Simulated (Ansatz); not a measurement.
# Mn (C2/m) in Ansatz: convergence with smearing width

Aim: find how far smearing width must go before the results for Mn settle, at PBEsol. This setting moves, with any that are tied to it; all else stays.

Everything below comes from runs of Ansatz 0.2.0. Logs are shortened: lines on timing, memory, paths and dates and some standing lists are left out, and cuts for length are marked.

**1. The cell of the first run**

The typed cell holds 2 atoms: a = 2.484 Å, b = 2.484 Å, c = 4.026 Å, α = 90.00°, β = 90.00°, γ = 120.00°.

This isn't the form of Mn at room conditions, which is a 58-atom cubic cell.

The cell isn't the ideal one: atoms moved at random, drawn with an rms of 0.05 Å.

**2. With smearing width 0.3 eV**

input.yaml reads:

```yaml
crystal:
  lattice:
    - [2.4836457705, 0.0, 0.0]
    - [-1.2418228853, 2.1509003313, 0.0]
    - [0.0, 0.0, 4.026195]
  atoms:
    - { symbol: Mn, position: [0.340605, 0.676587, 0.246355], spin: 4.0 }
    - { symbol: Mn, position: [0.723194, 0.36785, 0.75019], spin: 4.0 }
hamiltonian:
  xc: pbesol
  pseudopotentials: { kind: paw }
magnetization:
  spin_polarized: true
kpoints:
  mp_grid: { grid: [9, 9, 5] }
scf:
  occupations: { method: methfessel_paxton, width: 0.3 }
output:
  forces: true
  stress: true
  eigenvalues: true
```

Potentials or basis: Ansatz PAW.

Started as:

```console
$ ansatz run input.yaml --threads 2 --pin off --max-ram 5632MiB --backend cpu --events-out ev --progress --plain --runs-dir out
```

It took 18 s on 2 threads of Intel Xeon at 2.70GHz, shared host; peak memory 0.47 GiB.

Results:

```
Free energy            : -7737.4875 eV
Pressure               : -11.4 GPa
Largest force          : 0.192 eV/Å
Band gap on the k mesh : none (metal or under the smearing width)
Net moment             : 0.00 μB per cell
Absolute moment        : 0.00 μB per cell
```

**3. With smearing width 0.2 eV**

input.yaml, as its differences from that of step 2:

```diff
@@ -16,3 +16,3 @@
 scf:
-  occupations: { method: methfessel_paxton, width: 0.3 }
+  occupations: { method: methfessel_paxton, width: 0.2 }
 output:
```

Potentials or basis: Ansatz PAW.

Started as:

```console
$ ansatz run input.yaml --threads 2 --pin off --max-ram 5632MiB --backend cpu --events-out ev --progress --plain --runs-dir out
```

It took 18 s on 2 threads of Intel Xeon at 2.70GHz, shared host; peak memory 0.47 GiB.

Results:

| Item | Value |
| --- | --- |
| Free energy | -7737.4906 eV |
| Pressure | -11.3 GPa |
| Largest force | 0.202 eV/Å |
| Band gap on the k mesh | none (metal or under the smearing width) |
| Net moment | 0.00 μB per cell |
| Absolute moment | 0.00 μB per cell |

**4. With smearing width 0.15 eV**

input.yaml, as its differences from that of step 3:

```diff
@@ -16,3 +16,3 @@
 scf:
-  occupations: { method: methfessel_paxton, width: 0.2 }
+  occupations: { method: methfessel_paxton, width: 0.15 }
 output:
```

Started as:

```console
$ ansatz run input.yaml --threads 2 --pin off --max-ram 5632MiB --backend cpu --events-out ev --progress --plain --runs-dir out
```

Wall time 16 s (2 threads of Intel Xeon at 2.70GHz, shared host); peak memory 0.47 GiB.

What came out:

```yaml
Free_energy: -7737.4912 eV
Pressure: -11.3 GPa
Largest_force: 0.201 eV/Å
Band_gap_on_the_k_mesh: none (metal or under the smearing width)
Net_moment: 0.00 μB per cell
Absolute_moment: 0.00 μB per cell
```

**5. With smearing width 0.1 eV**

input.yaml, as its differences from that of step 4:

```diff
@@ -16,3 +16,3 @@
 scf:
-  occupations: { method: methfessel_paxton, width: 0.15 }
+  occupations: { method: methfessel_paxton, width: 0.1 }
 output:
```

Started as:

```console
$ ansatz run input.yaml --threads 2 --pin off --max-ram 5632MiB --backend cpu --events-out ev --progress --plain --runs-dir out
```

It took 21 s on 2 threads of Intel Xeon at 2.70GHz, shared host; peak memory 0.47 GiB.

What came out:

| Item | Value |
| --- | --- |
| Free energy | -7737.4912 eV |
| Pressure | -11.3 GPa |
| Largest force | 0.195 eV/Å |
| Band gap on the k mesh | none (metal or under the smearing width) |
| Net moment | 0.00 μB per cell |
| Absolute moment | 0.00 μB per cell |

**6. With smearing width 0.05 eV**

input.yaml, as its differences from that of step 5:

```diff
@@ -16,3 +16,3 @@
 scf:
-  occupations: { method: methfessel_paxton, width: 0.1 }
+  occupations: { method: methfessel_paxton, width: 0.05 }
 output:
```

Potentials or basis: Ansatz PAW.

Started as:

```console
$ ansatz run input.yaml --threads 2 --pin off --max-ram 5632MiB --backend cpu --events-out ev --progress --plain --runs-dir out
```

It took 19 s on 2 threads of Intel Xeon at 2.70GHz, shared host; peak memory 0.47 GiB.

It converged, with:

```yaml
Free_energy: -7737.4906 eV
Pressure: -11.3 GPa
Largest_force: 0.200 eV/Å
Band_gap_on_the_k_mesh: none (metal or under the smearing width)
Net_moment: 0.00 μB per cell
Absolute_moment: 0.00 μB per cell
```

**7. With smearing width 0.025 eV**

input.yaml, as its differences from that of step 6:

```diff
@@ -16,3 +16,3 @@
 scf:
-  occupations: { method: methfessel_paxton, width: 0.05 }
+  occupations: { method: methfessel_paxton, width: 0.025 }
 output:
```

Started as:

```console
$ ansatz run input.yaml --threads 2 --pin off --max-ram 5632MiB --backend cpu --events-out ev --progress --plain --runs-dir out
```

Wall time 26 s (2 threads of Intel Xeon at 2.70GHz, shared host); peak memory 0.47 GiB.

It converged, with:

```
Free energy            : -7737.4904 eV
Pressure               : -11.3 GPa
Largest force          : 0.205 eV/Å
Band gap on the k mesh : none (metal or under the smearing width)
Net moment             : 0.00 μB per cell
Absolute moment        : 0.00 μB per cell
```

**8. With smearing width 0.01 eV**

input.yaml, as its differences from that of step 7:

```diff
@@ -16,3 +16,3 @@
 scf:
-  occupations: { method: methfessel_paxton, width: 0.025 }
+  occupations: { method: methfessel_paxton, width: 0.01 }
 output:
```

Started as:

```console
$ ansatz run input.yaml --threads 2 --pin off --max-ram 5632MiB --backend cpu --events-out ev --progress --plain --runs-dir out
```

Run time: 22 s. Hardware: 2 threads of Intel Xeon at 2.70GHz, shared host; peak memory 0.47 GiB.

It converged, with:

```yaml
Free_energy: -7737.4904 eV
Pressure: -11.3 GPa
Largest_force: 0.199 eV/Å
Band_gap_on_the_k_mesh: none (metal or under the smearing width)
Net_moment: 0.07 μB per cell
Absolute_moment: 0.07 μB per cell
Site_moments: Mn +0.03 μB
```

**9. With smearing width 0.005 eV**

input.yaml, as its differences from that of step 8:

```diff
@@ -16,3 +16,3 @@
 scf:
-  occupations: { method: methfessel_paxton, width: 0.01 }
+  occupations: { method: methfessel_paxton, width: 0.005 }
 output:
```

Potentials or basis: Ansatz PAW.

Started as:

```console
$ ansatz run input.yaml --threads 2 --pin off --max-ram 5632MiB --backend cpu --events-out ev --progress --plain --runs-dir out
```

Output:

```text
Warning: RAYON_NUM_THREADS=2 ignored (pool sized by the plan → 2); use --threads N
Engine: ansatz 0.2.0, x86_64-unknown-linux-gnu
Pseudopotentials: kind: paw
Pseudopotential: Mn, paw, valence charge 15, recommended cutoff 420 eV (normal), Mn.paw.azcp
Functional definition: PBEsol
  exchange = pbesol_x
  correlation = pbesol_c
Crystal: 2 atoms, lattice volume = 21.508 Å³
Basis set: ecut = 420 eV, 391 PW (Γ), exchange–correlation on 36×36×54 points (8 copies of the dense FFT grid, shifted against one another)
Bands: 23, of which v1, the nominal top of the filled ones, is band 15 counted from 1 (14 counted from 0)
Symmetry: 2 space group operations
Space group: P-1 (ITA 2), of the structure as read, at distance tolerance 2.8e-5 Å
Magnetic group: BNS 2.4 (UNI 4), of the structure as read, at distance tolerance 2.8e-5 Å
k-points: 203 of 405
Non-local potential: Mn, projectors of the file, l = 0: 3, l = 1: 2, l = 2: 3, l = 3: 1
PAW form: soft (Blöchl's): semilocal exchange-correlation on the pseudo side does not see the compensation charge
PAW frozen core: Mn, regenerated for the run's functional, and the local potential with it (the file was generated under x = pbe(κ = 0.804, μ = 0.2195149727645171), c = pbe(β = 0.06672455060314922))
PAW one-centre angular grid: Mn, 590 points (default); XC on 64 Gauss nodes
Initial density: superposition of atomic densities (chi_scale 0.1, normalization cell)
Starting moments: Σ|m| = 8 μB on 2 of 2 sites
Initial wavefunctions: pseudopotential atomic-orbital guess
Functional: x = pbesol(κ = 0.804, μ = 0.12345679012345678), c = pbesol(β = 0.046)
SCF iter   1: F=—  HF=-7743.504382 eV  |F-HF|=—  |Δ(HF+E_count)|=         —  Δρ=4.85e-1 (↑4.85e-1 ↓2.92e-1)  dr2=7.22e0  dr2_m=2.92e1  M=0.731 μB ∫|m|=0.752 μB  β_m=0.30  ethr=3.10e-3  ⟨swp⟩=3.7  Hψ=33051  notcnv=0
Mixer restart at iter 1: flushing history
preconditioner: auto → none  [insulator: Δε(μ)=0.019 eV  Ē_g=9.145 eV  σ=0.005 eV  W_gap=0.99  n_scr=2 (ndim 8)  ℏωp=30.0 eV  f_vac=0.000  D(μ)=0.04/eV (n_scr^D=0)  ε∞_Penn≈11.7]
SCF iter   2: F=—  HF=-7736.729733 eV  |F-HF|=—  |Δ(HF+E_count)|=    6.77e0  Δρ=2.26e-1 (↑2.05e-1 ↓2.26e-1)  dr2=7.73e-2  dr2_m=9.14e0  M=1.700 μB ∫|m|=1.701 μB  β_m=0.43  ethr=3.10e-3  ⟨swp⟩=3.0  Hψ=22698  notcnv=0  defer=1187
SCF iter   3: F=—  HF=-7738.189629 eV  |F-HF|=—  |Δ(HF+E_count)|=         —  Δρ=2.02e-1 (↑2.02e-1 ↓1.26e-1)  dr2=9.78e-1  dr2_m=5.22e0  M=0.479 μB ∫|m|=0.489 μB  β_m=0.43  ethr=2.58e-4  ⟨swp⟩=3.8  Hψ=23544  notcnv=0  defer=1145
Mixer restart at iter 3: flushing history
SCF iter   4: F=—  HF=-7737.442424 eV  |F-HF|=—  |Δ(HF+E_count)|=   7.47e-1  Δρ=1.17e-1 (↑6.87e-2 ↓1.17e-1)  dr2=4.01e-1  dr2_m=1.67e0  M=0.510 μB ∫|m|=0.511 μB  β_m=0.58  ethr=2.58e-4  ⟨swp⟩=3.5  Hψ=22687  notcnv=0  defer=1198
SCF iter   5: F=—  HF=-7737.913238 eV  |F-HF|=—  |Δ(HF+E_count)|=   4.71e-1  Δρ=8.74e-2 (↑8.74e-2 ↓1.98e-2)  dr2=9.49e-1  dr2_m=4.41e-1  M=0.227 μB ∫|m|=0.232 μB  β_m=0.56  ethr=2.58e-4  ⟨swp⟩=3.7  Hψ=23386  notcnv=0  defer=1193
SCF iter   6: F=—  HF=-7737.490643 eV  |F-HF|=—  |Δ(HF+E_count)|=   4.23e-1  Δρ=9.46e-3 (↑6.28e-3 ↓9.46e-3)  dr2=2.55e-3  dr2_m=1.20e-2  M=0.107 μB ∫|m|=0.108 μB  β_m=0.71  ethr=2.58e-4  ⟨swp⟩=3.0  Hψ=22014  notcnv=0  defer=1193
[... 10 lines left out ...]
SCF iter  15: F=—  HF=-7737.490348 eV  |F-HF|=—  |Δ(HF+E_count)|=   1.11e-9  S|Δr|=    0.00e0  Δρ=1.83e-6 (↑1.83e-6 ↓8.60e-7)  dr2=1.57e-10  dr2_m=3.13e-10  M=0.073 μB ∫|m|=0.073 μB  β_m=0.86  ethr=2.16e-12  ⟨swp⟩=2.8  Hψ=18295  notcnv=0
SCF iter  16: F=-7737.490348 eV  HF=-7737.490348 eV  |F-HF|=2.46e-11  |Δ(HF+E_count)|=  1.21e-10  S|Δr|=    0.00e0  Δρ=5.35e-7 (↑5.35e-7 ↓4.35e-7)  dr2=3.64e-11  dr2_m=2.14e-11  M=0.073 μB ∫|m|=0.073 μB  ethr=1.00e-12  ⟨swp⟩=2.0  Hψ=17153  notcnv=0
SCF 1 converged in 16 iterations: F = -7737.490348 eV  dr2 = 3.64e-11
this state was not tested for a lower state beside it, because cold or Methfessel-Paxton smearing, or corrected tetrahedra, fill the levels in a way that the test cannot read (fill_not_monotonic; see scf.lower_state_search)
SCF converged after 16 iterations
Magnetization: 0.0733 μB (15.0366 up, 14.9634 down)
Absolute magnetization: 0.0733 μB (∫|ρ↑−ρ↓|, with the PAW one-centre terms)
Spin contamination: 0.0000 ħ² per cell (⟨S²⟩ above its minimum at these occupations)
Per-site moments (μB) at R_I (Å): [(0.030850058278167704, 0.9895005635021067), (0.030850058278167874, 0.9895005635021067)]
Free energy (F): -7737.490348 eV
Harris-Foulkes:  -7737.490348 eV  (|F-HF|=2.46e-11)
Internal energy: -7737.490334 eV  (E = F + TS)
E sigma→0 (E₀):  -7737.490344 eV
Entropy (-TS):   -0.000013 eV (-0.007 meV/atom)
Fermi energy:    19.988221 eV
Step filling:    the computed levels leave a gap of 0.0000 eV = 0.0 smearing widths at the electron count; against every level under it full and every level over it empty, smearing changes F+E_penalty+E_count by -7.83e-3 meV and its σ→0 estimate by -4.51e-3 meV
--- Per-component energies (eV) ---
  E_band       = -317.426085
  E_kinetic    = 617.325288
  E_local      = -3126.537332  (includes V_loc(G=0)·N_el)
  E_nonlocal   = 474.934779
  E_hartree    = 1297.978796
  E_xc         = -230.446329
  E_vxc        = -296.465983  (∫ρ·V_xc dr)
  E_paw        = -2532.538483  (= ΣΔE_a)
  E_vpaw       = -582.640566  (= ΣTr[D̂ρ^β])
  E_aug_tail   = -0.000018  (compensation charges beyond the density's cutoff)
  E_ewald      = -4238.546335
  E_core_change = 0.339301  (= ΣΔE_core)
  E_smearing   = -0.000013  (= −TS)
  E_closure    = -0.000000  (closes the sum)
  Σ components = -7737.490348   (vs F -7737.490348, Δ=0.00e0)
--- Forces (eV/Å), atoms counted from 1 ---
  atom   1  Mn     0.17125530     0.09854893     0.02894448
  atom   2  Mn    -0.17125530    -0.09854893    -0.02894448
  max |Σ_I F_I| component: 0.00e0 eV/Å
--- Stress (GPa, compression-positive) ---
      -10.034749       0.862422       0.282041
        0.862422     -11.027296       0.162465
        0.282041       0.162465     -12.969899
  P = ⅓ Tr σ = -11.3440 GPa (-113.440 kbar)
--- Band table (eV; the first three rows and the last of 406) ---
  k-point 0 ↑: bands = ["-58.9040", "-58.7387", "-28.1008", "-27.4262", "-27.4056", "-27.3320", "-27.3040", "-27.2921", "11.7550", "15.5427", "18.9371", "19.0013", "19.1119", "19.4481", "19.6386", "19.8657", "20.2744", "20.6655", "21.3796", "21.8251", "29.2139", "40.6752", "43.8127"]
  k-point 1 ↑: bands = ["-58.8885", "-58.7546", "-28.0271", "-27.4198", "-27.3986", "-27.3754", "-27.3389", "-27.3052", "12.1784", "15.4459", "18.7923", "18.9163", "18.9859", "19.2930", "19.4866", "19.6719", "20.1962", "20.5601", "21.4249", "21.7266", "30.9369", "40.3062", "42.8963"]
  k-point 2 ↑: bands = ["-58.8477", "-58.7958", "-27.8330", "-27.5865", "-27.3804", "-27.3778", "-27.3572", "-27.3374", "13.3342", "14.7355", "18.4603", "18.5859", "18.8957", "18.9360", "19.0237", "19.1707", "20.8164", "21.0506", "21.3746", "21.3883", "34.5434", "38.3603", "41.4874"]
  k-point 202 ↓: bands = ["-58.7180", "-58.6722", "-27.9346", "-27.8448", "-27.6326", "-27.5528", "-27.4432", "-27.4144", "15.7522", "16.5178", "17.0366", "17.7887", "18.8133", "19.2561", "19.5972", "21.1106", "21.5350", "21.7813", "22.7187", "26.4271", "30.6065", "33.4361", "34.7605"]
```

Run time: 19 s. Hardware: 2 threads of Intel Xeon at 2.70GHz, shared host; peak memory 0.47 GiB.

What came out:

* Free energy: -7737.4903 eV
* Pressure: -11.3 GPa
* Largest force: 0.200 eV/Å
* Band gap on the k mesh: none (metal or under the smearing width)
* Net moment: 0.07 μB per cell
* Absolute moment: 0.07 μB per cell
* Site moments: Mn +0.03 μB

**10. The series at a glance**

```
smearing width  energy less the tightest run, at zero smearing (meV/atom)  pressure (GPa)  largest force (eV/Å)  absolute moment (μB)  SCF cycles  CPU time (s)  peak memory (GiB)
        0.3 eV                                                      -0.05          -11.38                 0.192                  0.00          16            31               0.47
        0.2 eV                                                      -0.58          -11.35                 0.202                  0.00          16            31               0.47
       0.15 eV                                                      -0.55          -11.34                 0.201                  0.00          16            29               0.47
        0.1 eV                                                      -0.33          -11.33                 0.195                  0.00          16            36               0.47
       0.05 eV                                                      -0.07          -11.34                 0.200                  0.00          17            33               0.47
      0.025 eV                                                       0.01          -11.34                 0.205                  0.00          20            44               0.47
       0.01 eV                                                       0.00          -11.35                 0.199                  0.07          16            39               0.47
      0.005 eV                                                       0.00          -11.34                 0.200                  0.07          16            33               0.47
```

Against the tightest run, the energy stays within 1 meV/atom from 0.3 eV on; the pressure stays within 0.1 GPa from 0.3 eV on; the largest force stays within 0.005 eV/Å from 0.05 eV on; the absolute moment stays within 0.02 μB from 0.01 eV on. Narrower smearing needs a denser k mesh, so at a fixed mesh the narrowest width isn't the most accurate. The tightest run that finished is the yardstick and may itself not be fully converged.

Caveats: the moment fell far below its start of 4 μB, so a state of higher moment may lie lower in energy; the PAW data sets come from PBE, with cores solved anew for the run's functional, which leaves a small shift of forces and pressure; the starting moments weren't kept.
